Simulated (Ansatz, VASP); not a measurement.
**Ni in VASP and in Ansatz**

```
CELL_PARAMETERS angstrom
2.41130 0.00000 0.00000
-1.20565 2.08825 0.00000
0.00000 0.00000 4.07281
ATOMIC_POSITIONS crystal
Ni 0.33333 0.66667 0.25000
Ni 0.66667 0.33333 0.75000
```

Change from the starting cell: x and y stretched by -1.5 %, z held, PAW files.

Alike in both runs: task electric field gradients; functional LDA; k mesh 15 × 15 × 8; occupations fermi-dirac, width 0.08 eV; collinear spin.

|  | VASP | Ansatz |
| --- | --- | --- |
| version | VASP 6.6.1 | Ansatz 0.2.0 |
| potentials or method | VASP PAW LDA potentials, release 64 (Ni) | PAW with Ansatz's default frozen-core files, scalar-relativistic |
| plane-wave cutoff (eV) | 520 | 420 |
| valence electrons in the cell | 20 | 36 |

|  | VASP | Ansatz | Ansatz less VASP |
| --- | --- | --- | --- |
| pressure (GPa) | -4.2 | -4.0 | +0.11 |
| largest component of the traceless stress (GPa) | 5.30 | 5.36 | +0.056 |
| net moment per atom (μB) | 0.60 | 0.62 | +0.024 |
| size of the moment on the site where the two differ most (μB) | 0.60 | 0.65 | +0.049 |
| Vzz of the field gradient on the site that differs most (V/Å²) | -2.1 | -4.0 | -1.88 |

Site moments also hang on the region over which each program counts them. The two sets of potentials don't hold the same shells in valence.
